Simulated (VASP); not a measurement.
Here is a VASP 6.6.1 calculation.

The input INCAR:

```
SYSTEM = K
ALGO = Normal
EDIFF = 1E-7
ENCUT = 520
GGA = PE
ISIF = 2
ISMEAR = 0
LASPH = .True.
LCHARG = .False.
LREAL = .False.
LWAVE = .False.
NBANDS = 26
NELM = 100
PREC = Accurate
SIGMA = 0.1
```

Contents of KPOINTS:

```
k-points
0
Gamma
  10 6 6
  0 0 0
```

The input POSCAR:

```
K
1.0
    4.8649869057      0.0000000000      0.0000000000
    0.0000000000      8.0035306485      0.0000000000
    0.0000000000      0.0000000000      7.6241299148
K
4
Direct
    0.5000000000      0.6777580896      0.2500000000
    0.5000000000      0.3222419104      0.7500000000
    0.0000000000      0.1777580896      0.2500000000
    0.0000000000      0.8222419104      0.7500000000
```

Potentials or basis: VASP PAW PBE potentials, release 64 (K_sv).

Command:

```bash
$ cat potpaw_PBE.64/K_sv/POTCAR > POTCAR
$ mpirun -np 1 vasp_std > vasp.out
```

(1) What does it give for the band gap on the k mesh?

(2) Predict the pressure.

Answers

(1) none (metal or under the smearing width).

(2) 0.0 GPa.
